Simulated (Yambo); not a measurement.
# TaN (P-6m2) in Yambo: further runs

One crystal, TaN, is run at these levels: PBEsol; tasks: optical spectrum.

All numbers are computed with Yambo 5.3.0; they aren't measurements. Logs are shortened: lines on timing, memory, paths and dates and some standing lists are left out, and cuts for length are marked.

## 1. The crystal as given

The structure is hexagonal, space group P-6m2 (No. 187). Conventional cell: a = 2.938 Å, b = 2.938 Å, c = 2.883 Å, α = 90.00°, β = 90.00°, γ = 120.00°. Around Ta (site symmetry -6m2) lie 6 N at 2.23 Å. Around N (site symmetry -6m2) lie 6 Ta at 2.23 Å.

## 2. Optical spectrum, PBEsol

optics5.in reads:

```
optics
chi
tddft
Chimod= "LRC"
% BndsRnXd
 1 | 34 |
%
NGsBlkXd= 1 Ry
% LongDrXd
 0 | 0 | 1 |
%
% QpntsRXd
 1 | 1 |
%
% EnRngeXd
 0 | 15 | eV
%
% DmRngeXd
 0.3 | 0.3 | eV
%
ETStpsXd= 200
LRC_alpha= -0.5
```

scf.in reads:

```
&CONTROL
  calculation = 'scf'
  prefix = 'pwscf'
  outdir = './tmp'
  pseudo_dir = './pseudo'
/
&SYSTEM
  ibrav = 0
  nat = 2
  ntyp = 2
  ecutwfc = 84
  nbnd = 15
  occupations = 'smearing'
  smearing = 'fd'
  degauss = 0.00367493
  force_symmorphic = .true.
/
&ELECTRONS
  conv_thr = 4d-10
  electron_maxstep = 120
  mixing_beta = 0.5
/
ATOMIC_SPECIES
Ta   180.9479 Ta.upf
N     14.0070 N.upf
CELL_PARAMETERS angstrom
   2.9380000000    0.0000000000    0.0000000000
  -1.4690000000    2.5443826363    0.0000000000
   0.0000000000    0.0000000000    2.8830000000
ATOMIC_POSITIONS crystal
Ta     0.0000000000    0.0000000000    0.5000000000
N      0.6666666667    0.3333333333    0.0000000000
K_POINTS automatic
18 18 16 0 0 0
```

nscf.in reads:

```
&CONTROL
  calculation = 'nscf'
  prefix = 'pwscf'
  outdir = './tmp'
  pseudo_dir = './pseudo'
/
&SYSTEM
  ibrav = 0
  nat = 2
  ntyp = 2
  ecutwfc = 84
  nbnd = 34
  occupations = 'smearing'
  smearing = 'fd'
  degauss = 0.00367493
  force_symmorphic = .true.
/
&ELECTRONS
  conv_thr = 1d-08
  diago_full_acc = .true.
  diago_thr_init = 1d-06
/
ATOMIC_SPECIES
Ta   180.9479 Ta.upf
N     14.0070 N.upf
CELL_PARAMETERS angstrom
   2.9380000000    0.0000000000    0.0000000000
  -1.4690000000    2.5443826363    0.0000000000
   0.0000000000    0.0000000000    2.8830000000
ATOMIC_POSITIONS crystal
Ta     0.0000000000    0.0000000000    0.5000000000
N      0.6666666667    0.3333333333    0.0000000000
K_POINTS automatic
18 18 16 0 0 0
```

Potentials or basis: PseudoDojo 0.4.1 SR PBEsol standard.

On the command line:

```bash
OMP_NUM_THREADS=1 pw.x -in scf.in > scf.out
OMP_NUM_THREADS=1 pw.x -in nscf.in > nscf.out
cd tmp/pwscf.save; p2y; mv SAVE ../..; cd ../..
OMP_NUM_THREADS=1 yambo
OMP_NUM_THREADS=1 yambo -F optics5.in -J optics5 -C optics5_out
```

Yambo's report:

```text
[... sections 02.01 to 02.04 as in the set-up run ...]

[... 5 lines left out ...]
  [X] Bosonic    Temperature                        :  0.258606E-1   300.100    [eV K]
  [X] Finite Temperature mode                       : yes
  [X] El. density                                   :  0.83521E+24 [cm-3]
  [X] Fermi Level                                   :  19.91831 [eV]

  [X] === Gaps and Widths ===
  [X] Conduction Band Min                           :  19.91831 [eV]
  [X] Valence Band Max                              :  19.91831 [eV]
  [X] Filled Bands                                  :   8
  [X] Metallic Bands                                :   9  10
  [X] Empty Bands                                   :   11   34

  [X] === Metallic Characters ===
  [X] N of el / N of met el                         :  18.00000   1.99543
  [X] Average metallic occ.                         :  0.249429

  [WARNING] [X] Metallic system

 [03] Transferred momenta grid and indexing
 ==========================================

 IBZ Q-points                                      :   333
 BZ  Q-points                                      :   5184

 K/Q-points units:
 rlu = crystal or reduced units; cc = cartesian coordinates; iku = interal k-units

 Q [  1]        [rlu]:  0.000000  0.000000  0.000000
 Q [  2]        [rlu]:  0.000000  0.000000  0.062500
 Q [  3]        [rlu]:  0.000000  0.000000  0.125000
 Q [  4]        [rlu]:  0.000000  0.000000  0.187500
 Q [  5]        [rlu]:  0.000000  0.000000  0.250000
 Q [  6]        [rlu]:  0.000000  0.000000  0.312500
[... 42 lines left out ...]
 Q [ 49]        [rlu]:  0.11072E-17  0.27778      0.18750
 Q [ 50]        [rlu]:  0.11072E-17  0.27778      0.25000

 Remaining 283 points informations can be written running with -fatlog

 [04] Dipoles
 ============

  [04.01] Setup: observables and procedures
  =========================================

  [WF-Oscillators/G space/Transverse up loader] Normalization (few states)  min/max  :  0.24348E-16   1.0000

  [WR./optics5//ndb.dipoles]------------------------------------------------------
   Brillouin Zone Q/K grids (IBZ/BZ)                :    333   5184    333   5184
   RL vectors                                       :  2519 [WF]
   Fragmentation                                    : yes
   Electronic Temperature                           :  300.1000 [K]
   Bosonic    Temperature                           :  300.1000 [K]
   DIP band range                                   :    1   34
   DIP band range limits                            :  10   9
   DIP e/h energy range                             : -1.000000 -1.000000 [eV]
   RL vectors in the sum                            :  2519
   [r,Vnl] included                                 : yes
   Bands ordered                                    : yes
   Direct v evaluation                              : no
   Approach used                                    : G-space v
   Dipoles computed                                 : R V P [G-space]
   Wavefunctions                                    : Perdew, Burke & Ernzerhof SOL(X)+Perdew, Burke & Ernzerhof SOL(C)

  [WARNING] [r,Vnl^pseudo] included in position and velocity dipoles.

  [WARNING] In case H contains other non local terms, these are neglected

 [05] Optics
 ===========

 [X-CG] R(p) Tot o/o(of R):    60452  1177572      100

 [WARNING] The system is a metal but Drude term not included.
```

Wall time 4.6 min (1 thread of Arm Neoverse V1, shared host); peak memory 1.4 GiB.

What came out:

```yaml
Band_gap_on_the_k_mesh_mean-field_level: none (metal or under the smearing width)
```

Dielectric function (along the field direction of the input):
| energy (eV) | real part | imaginary part |
| --- | --- | --- |
| 0.30 | 40.19 | 2.21 |
| 0.68 | 43.87 | 7.32 |
| 1.06 | 45.28 | 22.94 |
| 1.43 | 27.69 | 27.68 |
| 1.81 | 25.57 | 25.79 |
| 2.19 | 19.79 | 30.13 |
| 2.56 | 14.31 | 27.64 |
| 2.94 | 8.77 | 29.54 |
| 3.32 | 3.74 | 25.15 |
| 3.69 | 1.18 | 22.41 |
| 4.07 | -0.51 | 19.50 |
| 4.45 | -0.97 | 16.15 |
| 4.82 | -0.60 | 14.37 |
| 5.20 | 0.12 | 13.40 |
| 5.58 | 0.10 | 13.44 |
| 5.95 | -0.24 | 13.64 |
| 6.33 | -2.37 | 13.83 |
| 6.71 | -4.39 | 11.45 |
| 7.09 | -3.68 | 9.04 |
| 7.46 | -2.56 | 8.52 |
| 7.84 | -2.34 | 8.71 |
| 8.22 | -3.26 | 8.70 |
| 8.59 | -3.95 | 7.61 |
| 8.97 | -3.95 | 6.54 |
| 9.35 | -3.74 | 5.67 |
| 9.72 | -3.41 | 5.26 |
| 10.10 | -3.40 | 4.77 |
| 10.48 | -3.19 | 4.37 |
| 10.85 | -3.41 | 4.15 |
| 11.23 | -3.55 | 3.06 |
| 11.61 | -2.85 | 2.27 |
| 11.98 | -2.12 | 1.95 |
| 12.36 | -1.49 | 1.91 |
| 12.74 | -1.01 | 2.10 |
| 13.12 | -0.69 | 2.42 |
| 13.49 | -0.83 | 2.75 |
| 13.87 | -0.94 | 2.94 |
| 14.25 | -1.32 | 2.94 |
| 14.62 | -1.67 | 2.58 |
| 15.00 | -1.72 | 2.11 |

Caveat: the intraband (Drude) term of the metal is left out; the ground state has no gap, which makes the many-body step unreliable; the long-range kernel's strength is typed, not fitted to the crystal's screening; independent-particle spectra lack excitons. Spin-orbit coupling is left out, which matters for the levels of Ta.

## 3. Optical spectrum, PBEsol

optics6.in reads:

```
optics
chi
Chimod= "HARTREE"
% BndsRnXd
 1 | 14 |
%
NGsBlkXd= 1 Ry
% LongDrXd
 1 | 1 | 0 |
%
% QpntsRXd
 1 | 1 |
%
% EnRngeXd
 0 | 20 | eV
%
% DmRngeXd
 0.1 | 0.1 | eV
%
ETStpsXd= 200
```

scf.in is that of step 2.

nscf.in is that of step 2.

Potentials or basis: PseudoDojo 0.4.1 SR PBEsol standard.

On the command line:

```bash
OMP_NUM_THREADS=1 pw.x -in scf.in > scf.out
OMP_NUM_THREADS=1 pw.x -in nscf.in > nscf.out
cd tmp/pwscf.save; p2y; mv SAVE ../..; cd ../..
OMP_NUM_THREADS=1 yambo
OMP_NUM_THREADS=1 yambo -F optics6.in -J optics6 -C optics6_out
```

Yambo's report:

```text
[... sections 02.01 to 02.04 as in the set-up run ...]

[... 5 lines left out ...]
  [X] Bosonic    Temperature                        :  0.258606E-1   300.100    [eV K]
  [X] Finite Temperature mode                       : yes
  [X] El. density                                   :  0.83521E+24 [cm-3]
  [X] Fermi Level                                   :  19.91831 [eV]

  [X] === Gaps and Widths ===
  [X] Conduction Band Min                           :  19.91831 [eV]
  [X] Valence Band Max                              :  19.91831 [eV]
  [X] Filled Bands                                  :   8
  [X] Metallic Bands                                :   9  10
  [X] Empty Bands                                   :   11   34

  [X] === Metallic Characters ===
  [X] N of el / N of met el                         :  18.00000   1.99543
  [X] Average metallic occ.                         :  0.249429

  [WARNING] [X] Metallic system

 [03] Transferred momenta grid and indexing
 ==========================================

 IBZ Q-points                                      :   333
 BZ  Q-points                                      :   5184

 K/Q-points units:
 rlu = crystal or reduced units; cc = cartesian coordinates; iku = interal k-units

 Q [  1]        [rlu]:  0.000000  0.000000  0.000000
 Q [  2]        [rlu]:  0.000000  0.000000  0.062500
 Q [  3]        [rlu]:  0.000000  0.000000  0.125000
 Q [  4]        [rlu]:  0.000000  0.000000  0.187500
 Q [  5]        [rlu]:  0.000000  0.000000  0.250000
 Q [  6]        [rlu]:  0.000000  0.000000  0.312500
[... 42 lines left out ...]
 Q [ 49]        [rlu]:  0.11072E-17  0.27778      0.18750
 Q [ 50]        [rlu]:  0.11072E-17  0.27778      0.25000

 Remaining 283 points informations can be written running with -fatlog

 [04] Dipoles
 ============

  [04.01] Setup: observables and procedures
  =========================================

  [WF-Oscillators/G space/Transverse up loader] Normalization (few states)  min/max  :  0.53643E-16   1.0000

  [WR./optics6//ndb.dipoles]------------------------------------------------------
   Brillouin Zone Q/K grids (IBZ/BZ)                :    333   5184    333   5184
   RL vectors                                       :  2519 [WF]
   Fragmentation                                    : yes
   Electronic Temperature                           :  300.1000 [K]
   Bosonic    Temperature                           :  300.1000 [K]
   DIP band range                                   :   1  14
   DIP band range limits                            :  10   9
   DIP e/h energy range                             : -1.000000 -1.000000 [eV]
   RL vectors in the sum                            :  2519
   [r,Vnl] included                                 : yes
   Bands ordered                                    : yes
   Direct v evaluation                              : no
   Approach used                                    : G-space v
   Dipoles computed                                 : R V P [G-space]
   Wavefunctions                                    : Perdew, Burke & Ernzerhof SOL(X)+Perdew, Burke & Ernzerhof SOL(C)

  [WARNING] [r,Vnl^pseudo] included in position and velocity dipoles.

  [WARNING] In case H contains other non local terms, these are neglected

 [05] Optics
 ===========

 [X-CG] R(p) Tot o/o(of R):   13644  243432     100

 [WARNING] The system is a metal but Drude term not included.
```

It took 4.3 min on 1 thread of Arm Neoverse V1, shared host; peak memory 0.75 GiB.

What came out:

```yaml
Band_gap_on_the_k_mesh_mean-field_level: none (metal or under the smearing width)
```

Dielectric function (along the field direction of the input):
| energy (eV) | real part | imaginary part |
| --- | --- | --- |
| 0.30 | 36.21 | 17.69 |
| 0.90 | 21.12 | 10.47 |
| 1.61 | 24.12 | 7.94 |
| 2.31 | 18.22 | 14.47 |
| 3.02 | 11.10 | 16.41 |
| 3.62 | 3.16 | 15.03 |
| 4.32 | 3.56 | 12.50 |
| 5.03 | 4.68 | 9.69 |
| 5.73 | 2.16 | 11.68 |
| 6.33 | 4.18 | 9.53 |
| 7.04 | 4.62 | 11.77 |
| 7.74 | 0.29 | 13.86 |
| 8.44 | -3.14 | 13.12 |
| 9.05 | -5.02 | 8.60 |
| 9.75 | -4.55 | 6.10 |
| 10.45 | -4.26 | 5.65 |
| 11.16 | -5.32 | 3.57 |
| 11.76 | -4.12 | 2.81 |
| 12.46 | -3.44 | 1.73 |
| 13.17 | -2.89 | 1.07 |
| 13.87 | -1.99 | 0.77 |
| 14.47 | -1.62 | 0.92 |
| 15.18 | -1.63 | 0.68 |
| 15.88 | -0.89 | 0.88 |
| 16.58 | -1.23 | 0.75 |
| 17.19 | -0.85 | 0.53 |
| 17.89 | -0.95 | 0.35 |
| 18.59 | -0.67 | 0.24 |
| 19.30 | -0.49 | 0.20 |
| 20.00 | -0.29 | 0.10 |

Caveat: the intraband (Drude) term of the metal is left out; the ground state has no gap, which makes the many-body step unreliable; these spectra lack excitons. Spin-orbit coupling is left out, which matters for the levels of Ta.
